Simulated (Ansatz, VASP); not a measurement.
One calculation of KI, two programs

Contents of INCAR:

```
SYSTEM = KI
PREC = Accurate ; ENCUT = 520
EDIFF = 1E-6 ; ISMEAR = -1
SIGMA = 0.01 ; LREAL = .FALSE.
LASPH = .TRUE. ; NELM = 60
ALGO = Normal ; ISIF = 2
LWAVE = .FALSE. ; LCHARG = .FALSE.
GGA = PS ; NBANDS = 15
```

Contents of KPOINTS:

```
regular mesh
0
G
  8 8 8
  0 0 0
```

POSCAR

```
KI
1.0
    0.0000000000      3.5127621193      3.5127621193
    3.5127621193      0.0000000000      3.5127621193
    3.5127621193      3.5127621193      0.0000000000
K I
1 1
Direct
    0.0000000000      0.0000000000      0.0000000000
    0.5000000000      0.5000000000      0.5000000000
```

Input for Ansatz:

```yaml
crystal:
  lattice:
    - [0.0, 3.5127621193, 3.5127621193]
    - [3.5127621193, 0.0, 3.5127621193]
    - [3.5127621193, 3.5127621193, 0.0]
  atoms:
    - { symbol: K, position: [0.0, 0.0, 0.0] }
    - { symbol: I, position: [0.5, 0.5, 0.5] }
kpoints:
  mp_grid: { grid: [8, 8, 8] }
  band_path:
    path:
      - [0.0, 0.0, 0.0]
      - [0.5, 0.0, 0.5]
      - [0.625, 0.25, 0.625]
      - [0.375, 0.375, 0.75]
      - [0.0, 0.0, 0.0]
      - [0.5, 0.5, 0.5]
      - [0.5, 0.25, 0.75]
      - [0.5, 0.0, 0.5]
    npoints: 5
scf:
  occupations: { method: fermi_dirac, width: 0.01 }
hamiltonian:
  xc: pbesol
  pseudopotentials: { kind: all_electron, lapw: { basis_error: 0.001 } }
output:
  forces: true
  stress: true
  eigenvalues: true
```

Change from the starting cell: volume scaled by 0.99.

Alike in both runs: task single point; functional PBEsol; k mesh 8 × 8 × 8; occupations fermi-dirac, width 0.01 eV; no spin polarisation.

```csv
,VASP,Ansatz
version,VASP 6.6.1,Ansatz 0.2.0
potentials or method,"VASP PAW PBE potentials, release 64 (K_sv, I)","all-electron LAPW, scalar-relativistic"
plane-wave cutoff (eV),520,see its input
```

|  | VASP | Ansatz | Ansatz less VASP |
| --- | --- | --- | --- |
| gap on the k mesh at the Fermi level (eV) | 3.85 | 3.85 | +0.004 |
| pressure (GPa) | -0.1 | -0.1 | -0.04 |

Ansatz ran all-electron here, so the differences hold the error of VASP's frozen core and of both bases.

Caveats: the PAW data sets were made with another functional, which shifts forces and pressure a little (VASP); spin-orbit coupling is left out, which moves the levels of the heavy elements. A k mesh can miss the band edges.
